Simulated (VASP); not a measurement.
# Ge (Fd-3m) in VASP: notebook

One crystal, Ge, is run at these levels: r2SCAN; tasks: single point.

Program: VASP 6.6.1. These are calculated values, not measurements. Logs are shortened: lines on timing, memory, paths and dates and some standing lists are left out, and cuts for length are marked.

## (1) The undisturbed crystal

The structure is cubic, space group Fd-3m (No. 227). The conventional cell has a = 5.658 Å, b = 5.658 Å, c = 5.658 Å, α = 90.00°, β = 90.00°, γ = 90.00°. Ge (site symmetry -43m) is surrounded by 4 Ge at 2.45 Å.

## (2) Single point, r2SCAN (a relaxed cell with its volume scaled by 1.03)

INCAR

```
SYSTEM = Ge
ALGO     = Normal         ! electronic algorithm
EDIFF    = 1E-7           ! SCF threshold, eV
ENCUT    = 520            ! plane-wave cutoff, eV
ISIF     = 2              ! what is computed and relaxed
ISMEAR   = 0              ! smearing method
LASPH    = .True.         ! aspherical terms in the spheres
LCHARG   = .False.        ! write CHGCAR
LMIXTAU  = .True.       
LREAL    = .False.        ! projectors in reciprocal space
LWAVE    = .False.        ! write WAVECAR
METAGGA  = R2SCAN         ! meta-GGA
NBANDS   = 21             ! bands
NELM     = 60             ! most SCF steps
PREC     = Accurate       ! precision mode
SIGMA    = 0.02           ! smearing width, eV
```

KPOINTS

```
k-points
0
Gamma
  10 10 10
  0 0 0
```

POSCAR

```
Ge                                      
1.0
    0.0000000000      2.8660084032      2.8660084032
    2.8660084032      0.0000000000      2.8660084032
    2.8660084032      2.8660084032     -0.0000000000
  Ge            
     2
Direct
     0.0000000000000000    0.0000000000000000    0.0000000000000000
     0.2500000000000000    0.2500000000000000    0.2500000000000000
```

Potentials or basis: VASP PAW PBE potentials, release 64 (Ge_d).

Command:

```console
cat potpaw_PBE.64/Ge_d/POTCAR > POTCAR
mpirun -np 1 vasp_std > vasp.out
```

OUTCAR:

```text
SYSTEM = Ge
   EDIFF = 1E-7
   ENCUT = 520
   ISIF = 2
   ISMEAR = 0
   LASPH = .True.
   LREAL = .False.
   METAGGA = R2SCAN
   NELM = 60
   PREC = Accurate

 ion  position               nearest neighbor table
   1  0.000  0.000  0.000-   2 2.48   2 2.48   2 2.48   2 2.48
   2  0.250  0.250  0.250-   1 2.48   1 2.48   1 2.48   1 2.48

  LATTYP: Found a face centered cubic cell.
 ALAT       =     5.7320168064

  Lattice vectors:

 A1 = (   0.0000000000,   2.8660084032,   2.8660084032)
 A2 = (   2.8660084032,   0.0000000000,   2.8660084032)
 A3 = (   2.8660084032,   2.8660084032,   0.0000000000)

Analysis of symmetry for initial positions (statically):
=====================================================================
 Subroutine PRICEL returns:
 Original cell was already a primitive cell.

 Routine SETGRP: Setting up the symmetry group for a
 face centered cubic supercell.

 Subroutine GETGRP returns: Found 48 space group operations
 (whereof 24 operations were pure point group operations)
 out of a pool of 48 trial point group operations.

The static configuration has the point symmetry T_d .
 The point group associated with its full space group is O_h .

Analysis of symmetry for dynamics (positions and initial velocities):
=====================================================================
 Subroutine PRICEL returns:
 Original cell was already a primitive cell.

 Routine SETGRP: Setting up the symmetry group for a
 face centered cubic supercell.

 Subroutine GETGRP returns: Found 48 space group operations
 (whereof 24 operations were pure point group operations)
 out of a pool of 48 trial point group operations.

The dynamic configuration has the point symmetry T_d .
 The point group associated with its full space group is O_h .

 Subroutine INISYM returns: Found 48 space group operations
 (whereof 24 operations are pure point group operations),
 and found     1 'primitive' translations

----------------------------------------------------------------------------------------

                                     Primitive cell

  volume of cell :      47.0828

  direct lattice vectors                    reciprocal lattice vectors
     0.000000000  2.866008403  2.866008403    -0.174458665  0.174458665  0.174458665
     2.866008403  0.000000000  2.866008403     0.174458665 -0.174458665  0.174458665
     2.866008403  2.866008403  0.000000000     0.174458665  0.174458665 -0.174458665

  length of vectors
[... 81 lines left out ...]
   NELM   =     60;   NELMIN=  2; NELMDL= -5     # of ELM steps
   EDIFF  = 0.1E-06   stopping-criterion for ELM
   LREAL  =      F    real-space projection
   EDIFFG = 0.1E-05   stopping-criterion for IOM
   NSW    =      0    number of steps for IOM
   IBRION =     -1    ionic relax: 0-MD 1-quasi-New 2-CG
   NFREE  =      0    steps in history (QN), initial steepest desc. (CG)
   ISIF   =      2    stress and relaxation
   ISYM   =      2    0-nonsym 1-usesym 2-fastsym
   POTIM  = 0.5000    time-step for ionic-motion
   TEBEG  =    0.0;   TEEND  =   0.0 temperature during run
   PSTRESS=    0.0 pullay stress
   NELECT =      28.0000    total number of electrons
   NUPDOWN=      -1.0000    fix difference up-down
   EMIN   =  10.00;   EMAX   =-10.00  energy-range for DOS
   EFERMI =   0.00;   METHOD = LEGACY
   ISMEAR =     0;   SIGMA  =   0.02  broadening in eV -4-tet -1-fermi 0-gaus
   EFERMI_NEDOS =   21; number of points for ismear=-14 and -15
   IALGO  =     38    algorithm
   IMIX   =      4    mixing-type and parameters
     AMIX     =   0.40;   BMIX     =  1.00
     AMIX_MAG =   1.60;   BMIX_MAG =  1.00
  volume/ion in A,a.u.               =      23.54       158.87
  Fermi-wavevector in a.u.,A,eV,Ry     =   1.376702  2.601590 25.787249  1.895309
  Thomas-Fermi vector in A             =   2.501923
   LORBIT       =      0    0 simple, 1 ext, 2 COOP (PROOUT), +10 PAW based schemes
   METAGGA = R2SCAN    functional components
   LHFCALC =     F    Hartree Fock is set to
   AEXX    =    0.0000 exact exchange contribution
   IVDW    =     0    specifies the selected vdW correction
   LEPSILON=     F    determine dielectric tensor
   LRPA    =     F    only Hartree local field effects (RPA)
 non-spin polarized calculation
 Gauss-broadening in eV      SIGMA  =   0.02
  energy-cutoff  :      520.00
  volume of cell :       47.08
 maximum number of plane-waves:      1295
   NGX = 15   NGY = 15   NGZ = 15

 number of electron      27.9999990 magnetization

 Free energy of the ion-electron system (eV)
  ---------------------------------------------------
  ext. energy  EPLUGINS =         0.00000000
  ---------------------------------------------------
  free energy    TOTEN  =       -27.73442548 eV

  energy without entropy =      -27.73440560  energy(sigma->0) =      -27.73441554

 E-fermi :   4.4452     XC(G=0): -10.6167

 val. band max:        4.4244984634   @ k =   0.0000   0.0000   0.0000
 cond. band min:       4.4563034501   @ k =   0.0000   0.0000   0.0000
 fundamental gap:      0.0318049867
 Fermi energy:         4.4451509920

 k-point     1 :       0.0000    0.0000    0.0000
  band No.  band energies     occupation
      1     -21.0181      2.00000
      2     -21.0181      2.00000
      3     -21.0181      2.00000
      4     -20.9818      2.00000
      5     -20.9818      2.00000
      6     -20.7849      2.00000
[... 565 lines left out ...]
     20      16.4956      0.00000
     21      16.6033      0.00000

 [... further k-points ...]

------------------------ aborting loop because EDIFF is reached ----------------------------------------

  FORCE on cell =-STRESS in cart. coord.  units (eV):
  Direction    XX          YY          ZZ          XY          YZ          ZX
  --------------------------------------------------------------------------------------
  -------------------------------------------------------------------------------------
  Total       -0.5757064     -0.5757064     -0.5757064      0.0000000      0.0000000      0.0000000
  in kB      -19.5906681    -19.5906681    -19.5906681      0.0000000      0.0000000      0.0000000
  external PRESSURE =     -19.5906681 kB  Pullay stress =       0.0000000 kB

 VOLUME and BASIS-vectors are now :
 -----------------------------------------------------------------------------
  energy-cutoff  :      520.00
  volume of cell :       47.08
      direct lattice vectors                 reciprocal lattice vectors
     0.000000000  2.866008403  2.866008403    -0.174458665  0.174458665  0.174458665
     2.866008403  0.000000000  2.866008403     0.174458665 -0.174458665  0.174458665
     2.866008403  2.866008403  0.000000000     0.174458665  0.174458665 -0.174458665

 POSITION                                       TOTAL-FORCE (eV/Angst)
 -----------------------------------------------------------------------------------
      0.00000      0.00000      0.00000        -0.000000      0.000000     -0.000000
      1.43300      1.43300      1.43300         0.000000     -0.000000      0.000000
 -----------------------------------------------------------------------------------
    total drift:                                0.000000     -0.000000      0.000000

  FREE ENERGIE OF THE ION-ELECTRON SYSTEM (eV)
  ---------------------------------------------------
  free  energy   TOTEN  =       -27.7344254777 eV

  energy  without entropy=      -27.7344056015  energy(sigma->0) =      -27.73441554
```

OSZICAR:

```text
N       E                     dE             d eps       ncg     rms          rms(c)
DAV:   1     0.174173810101E+03    0.17417E+03   -0.14932E+04  2163   0.368E+03
[... 17 lines left out ...]
DAV:  19    -0.277344299840E+02   -0.72136E-04   -0.20659E-05  1984   0.571E-02    0.379E-03
DAV:  20    -0.277344278395E+02    0.21445E-05   -0.16717E-06  2144   0.133E-02    0.535E-03
DAV:  21    -0.277344276558E+02    0.18371E-06   -0.68901E-07  1608   0.733E-03    0.248E-03
DAV:  22    -0.277344258186E+02    0.18372E-05   -0.16122E-07  1628   0.428E-03    0.779E-04
DAV:  23    -0.277344256188E+02    0.19980E-06   -0.82602E-09  1152   0.162E-03    0.271E-04
DAV:  24    -0.277344253783E+02    0.24048E-06   -0.98789E-09  1197   0.118E-03    0.129E-04
DAV:  25    -0.277344254777E+02   -0.99419E-07   -0.42841E-09  1017   0.718E-04
   1 F= -.27734425E+02 E0= -.27734416E+02  d E =-.198762E-04
```

stdout:

```text
POSCAR found type information on POSCAR Ge
 POSCAR found :  1 types and       2 ions
 scaLAPACK will be used
 -----------------------------------------------------------------------------
|                                                                             |
|                                                                             |
|     You enforced a specific xc type in the INCAR file but a different       |
|     I HOPE YOU KNOW WHAT YOU ARE DOING!                                     |
|                                                                             |
 -----------------------------------------------------------------------------

 LDA part: xc-table for (None), standard interpolation
 POSCAR, INCAR and KPOINTS ok, starting setup
 FFT: planning ... GRIDC
 FFT: planning ... GRID_SOFT
 FFT: planning ... GRID
 WAVECAR not read
 entering main loop
```

It took 2.3 min on 1 thread of Intel Xeon 6975P-C (Granite Rapids), shared host; peak memory 0.18 GiB.

What came out:

```yaml
Free_energy: -27.7344 eV
Pressure: -2.0 GPa
Band_gap_on_the_k_mesh: 0.03 eV, direct
```

Caveat: the PAW data sets were made with another functional, which shifts forces and pressure a little. A k mesh can miss the band edges.

## (3) Single point, r2SCAN (a relaxed cell with its volume scaled by 0.94)

INCAR is that of step 2.

KPOINTS is that of step 2.

POSCAR

```
Ge                                      
1.0
    0.0000000000      2.7799757170      2.7799757170
    2.7799757170      0.0000000000      2.7799757170
    2.7799757170      2.7799757170     -0.0000000000
  Ge            
     2
Direct
     0.0000000000000000    0.0000000000000000    0.0000000000000000
     0.2500000000000000    0.2500000000000000    0.2500000000000000
```

Potentials or basis: VASP PAW PBE potentials, release 64 (Ge_d).

Command:

```console
cat potpaw_PBE.64/Ge_d/POTCAR > POTCAR
mpirun -np 1 vasp_std > vasp.out
```

It took 1.8 min on 1 thread of Intel Xeon 6975P-C (Granite Rapids), shared host; peak memory 0.18 GiB.

The run converged. Its results:

```yaml
Free_energy: -27.7001 eV
Pressure: 5.1 GPa
Band_gap_on_the_k_mesh: 0.62 eV, indirect (least direct gap 0.92 eV)
```

Levels at points of the mesh, in eV from the valence-band top:
| k point | band 11 | band 12 | band 13 | band 14 | band 15 | band 16 | band 17 | band 18 |
| --- | --- | --- | --- | --- | --- | --- | --- | --- |
| (0.00, 0.00, 0.00) | -13.73 | 0.00 | 0.00 | 0.00 | 0.92 | 2.73 | 2.73 | 2.73 |
| (0.50, 0.00, 0.00) | -11.40 | -8.14 | -1.57 | -1.57 | 0.62 | 4.02 | 4.02 | 7.69 |
| (0.50, 0.50, 0.00) | -9.43 | -9.43 | -3.42 | -3.42 | 0.90 | 0.90 | 10.57 | 10.57 |

Caveat: the PAW data sets were made with another functional, which shifts forces and pressure a little. A k mesh can miss the band edges.
